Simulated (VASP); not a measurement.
# CdF₂: GW0, energies updated in G, by functional

CdF₂, Fm-3m (no. 225), 3 atoms in the cell.

| Functional | Quasiparticle gap on the mesh (eV) | Gap of the starting point on the mesh (eV) | Quasiparticle gap at the zone centre (eV) | Starting gap at the zone centre (eV) | Correction of the gap between the band edges on the mesh (eV) | Time (s) |
|---|---|---|---|---|---|---|
| LDA | 6.25 | 3.01 | 6.88 | 3.28 | 3.24 | 156 |
| PBE | 6.23 | 3.28 | 6.87 | 3.57 | 2.95 | 168 |
| PBEsol | 6.28 | 3.12 | 6.89 | 3.40 | 3.16 | 137 |
| r2SCAN | 6.57 | 3.97 | 7.22 | 4.25 | 2.60 | 200 |
| HSE06 | 7.08 | 5.43 | 7.74 | 5.79 | 1.65 | 502 |
| PBE0 | 7.31 | 6.19 | 7.97 | 6.55 | 1.12 | 486 |
| B3LYP | 7.06 | 5.65 | 7.76 | 5.98 | 1.41 | 462 |
| RPBE | 6.31 | 3.48 | 6.94 | 3.78 | 2.83 | 123 |

Limits: the mesh is coarse: neither the gap nor the screening is converged.

## Input of the first row

INCAR.step1:
```
ALGO = Normal
EDIFF = 1E-8
ENCUT = 600
GGA = CA
ISMEAR = 0
KPAR = 4
LASPH = T
LCHARG = F
LREAL = F
LWAVE = T
NELM = 150
PREC = Accurate
SIGMA = 0.05
```

INCAR.step2, as INCAR.step1 but for:
```
- ALGO = Normal
- NELM = 150
+ ALGO = Exact
+ ISTART = 1
+ LOPTICS = T
+ NBANDS = 192
+ NELM = 1
```

INCAR.step3:
```
ALGO = EVGW0
ENCUT = 600
ENCUTGW = 160
GGA = CA
ISMEAR = 0
ISTART = 1
KPAR = 4
LASPH = T
LCHARG = F
LREAL = F
LWAVE = F
NBANDS = 192
NBANDSGW = 21
NELMGW = 4
NOMEGA = 48
PREC = Accurate
PRECFOCK = Fast
SIGMA = 0.05
```

KPOINTS:
```
k-points
0
Gamma
  3 3 3
```

POSCAR:
```
CdF2
1.0
    0.0000000000      2.6940000000      2.6940000000
    2.6940000000      0.0000000000      2.6940000000
    2.6940000000      2.6940000000      0.0000000000
Cd F
1 2
Direct
    0.0000000000      0.0000000000      0.0000000000
    0.7500000000      0.7500000000      0.7500000000
    0.2500000000      0.2500000000      0.2500000000
```

Commands (each step's output is kept before the next begins):
```
cat potpaw_LDA.64/Cd_GW/POTCAR potpaw_LDA.64/F_GW/POTCAR > POTCAR
cp INCAR.step1 INCAR
mpirun -np 4 vasp_std > vasp.out
cp INCAR.step2 INCAR
mpirun -np 4 vasp_std > vasp.out
cp INCAR.step3 INCAR
mpirun -np 4 vasp_std > vasp.out
```

Changes of the last row against the first:
```
(all steps)
- GGA = CA
+ GGA = RP
- cat potpaw_LDA.64/Cd_GW/POTCAR potpaw_LDA.64/F_GW/POTCAR > POTCAR
+ cat potpaw_PBE.64/Cd_GW/POTCAR potpaw_PBE.64/F_GW/POTCAR > POTCAR
```

VASP 6.6.1 took 156 s on 4 cores (Intel Xeon Platinum 8488C (Sapphire Rapids)), a shared host.
